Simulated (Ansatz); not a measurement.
# GaN: relaxation of cell and atoms with HSEsol

The system is GaN.

```
CELL_PARAMETERS angstrom
0.00000 2.25350 2.25350
2.25350 0.00000 2.25350
2.25350 2.25350 0.00000
ATOMIC_POSITIONS crystal
Ga 0.00000 0.00000 0.00000
N 0.25000 0.25000 0.25000
```

The cell is a database's computed one.

| Property | Result |
| --- | --- |
| Program | Ansatz 0.2.0 |
| Task | relaxation of cell and atoms |
| Functional | HSEsol |
| Potentials or basis | Ansatz PAW |
| Cutoff | 420 eV (not typed: the program's choice for these potentials) |
| k mesh | 5 × 5 × 5 |
| Occupations | fermi-dirac, width 0.05 eV |
| Spin | no spin polarisation |

| Quantity | Value |
| --- | --- |
| Relaxed volume | 11.13 Å³/atom |
| Relaxed cell | a = 3.157 Å, b = 3.157 Å, c = 3.157 Å, α = 60.00°, β = 60.00°, γ = 60.00° |
| Space group after relaxing (to 0.05 Å) | F-43m (No. 216) |
| Energy gained by relaxing | 5.5 meV/atom |
| Ionic steps | 7 |
| Pressure after relaxing | 0.0 GPa |
| Band gap on the k mesh | 3.12 eV, direct |

Step by step:
```tsv
step	energy change (eV)	largest force (eV/Å)	volume (Å³)
1	0.0000	0.0000	22.89
2	-0.0106	0.0000	22.49
3	-0.0128	0.0000	22.26
4	-0.0127	0.0000	22.27
5	-0.0111	0.0000	22.27
6	-0.0111	0.0000	22.26
7	-0.0111	0.0000	22.26
```

Final structure:
```cif
data_structure
_symmetry_space_group_name_H-M 'P 1'
_symmetry_Int_Tables_number 1
_cell_length_a 3.1575
_cell_length_b 3.1575
_cell_length_c 3.1575
_cell_angle_alpha 60.000
_cell_angle_beta 60.000
_cell_angle_gamma 60.000
_cell_volume 22.26
loop_
_atom_site_label
_atom_site_type_symbol
_atom_site_fract_x
_atom_site_fract_y
_atom_site_fract_z
_atom_site_occupancy
Ga1 Ga 0.00000 0.00000 0.00000 1
N1 N 0.25000 0.25000 0.25000 1
```

Levels at points of the mesh, in eV from the valence-band top:
```csv
k point,band 5,band 6,band 7,band 8,band 9,band 10,band 11
"(0.00, 0.00, 0.00)",-15.37,-15.37,0.00,0.00,0.00,3.12,12.01
```

Wall time 2.4 min on 2 threads of Intel(R) Xeon(R) Processor @ 2.50GHz (Skylake/Cascade Lake), on a shared host, peak memory 0.67 GiB.

Caveat: the k mesh is coarse (spacing up to 0.48 Å⁻¹), so the values aren't converged, least of all with exact exchange; odd divisions of the mesh miss points on the zone boundary, where band edges often lie, so the gap on the mesh can be too wide; the plane-wave basis is chosen anew once the cell has moved, so the energies of steps on either side of that aren't comparable; the pressure holds a Pulay correction of +0.5 GPa for the finite cutoff; the PAW data sets come from PBE, with cores solved anew for the run's functional, which leaves a small shift of forces and pressure.
